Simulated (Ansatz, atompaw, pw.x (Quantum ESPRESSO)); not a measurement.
## Which Zr potential is closest to all-electron in the fcc crystal?

All use PBEsol, scalar-relativistic, no spin, cutoffs from each file’s atomic test, pw.x 7.5; 13³ k-points, Fermi–Dirac smearing 0.01 Ry. Δ is the rms difference from all-electron LAPW of the E(V) curves that follow from fits to the pressures, over ±6 % in volume. Mesh and smearing are coarse and serve the comparison alone. The files are a selection: those with a ghost or negative overlap were mostly not run, and those with noisy or unconverged pressures or nearly equal Δ are left out.

All-electron: a0 = 4.471 Å (V0 = 22.34 Å³/atom), B0 = 94.3 GPa.

**Question.** Rank them by Δ, smallest first.
A. PAW, atompaw 4.2.0.5, PBEsol; core [Ar] 3d10 4s2, reference 4p6 4d2 5s2 5p0; waves: 5s (bound): rc 3.00 bohr; 5s channel at 0.95 Ry: rc 3.00 bohr; 4p (bound): rc 2.40 bohr; 5p (bound, empty): rc 3.00 bohr; 4d (bound): rc 2.00 bohr; 4d channel at 0.05 Ry: rc 2.00 bohr; local part: bessel scheme, radius 2.30 bohr; core correction: smooth core density matched at 2.35 bohr; augmentation: besselshape compensation charge, radius 2.70 bohr; PAW radius 3.00 bohr; waves and projectors: custom rrkj vanderbiltortho.
B. PAW, atompaw 4.2.0.5, PBEsol; core [Ar] 3d10, reference 4s2 4p6 4d2 5s2 5p0; waves: 4s (bound): rc 1.65 bohr; 5s (bound): rc 3.00 bohr; 4p (bound): rc 2.35 bohr; 5p (bound, empty): rc 2.05 bohr; 4d (bound): rc 3.00 bohr; 4d channel at 0.15 Ry: rc 3.00 bohr; local part: bessel scheme, radius 2.80 bohr; core correction: smooth core density matched at 2.40 bohr; augmentation: sinc compensation charge, radius 2.30 bohr; PAW radius 3.00 bohr; waves and projectors: custom polynom vanderbiltortho.
C. PAW, atompaw 4.2.0.5, PBEsol; core [Ar] 3d10 4s2, reference 4p6 4d2 5s2 5p0; waves: 5s (bound): rc 3.00 bohr; 5s channel at 1.25 Ry: rc 3.00 bohr; 4p (bound): rc 2.25 bohr; 5p (bound, empty): rc 3.00 bohr; 4d (bound): rc 3.00 bohr; 4d channel at 0.25 Ry: rc 1.90 bohr; 4f channel at 0.15 Ry: rc 3.00 bohr; local part: bessel scheme, radius 2.80 bohr; core correction: smooth core density matched at 2.90 bohr; augmentation: besselshape compensation charge, radius 2.45 bohr; PAW radius 3.00 bohr; waves and projectors: custom rrkj gramschmidtortho.

**Answer.** C (1.7 meV/atom), A (4.4 meV/atom), B (10.7 meV/atom).
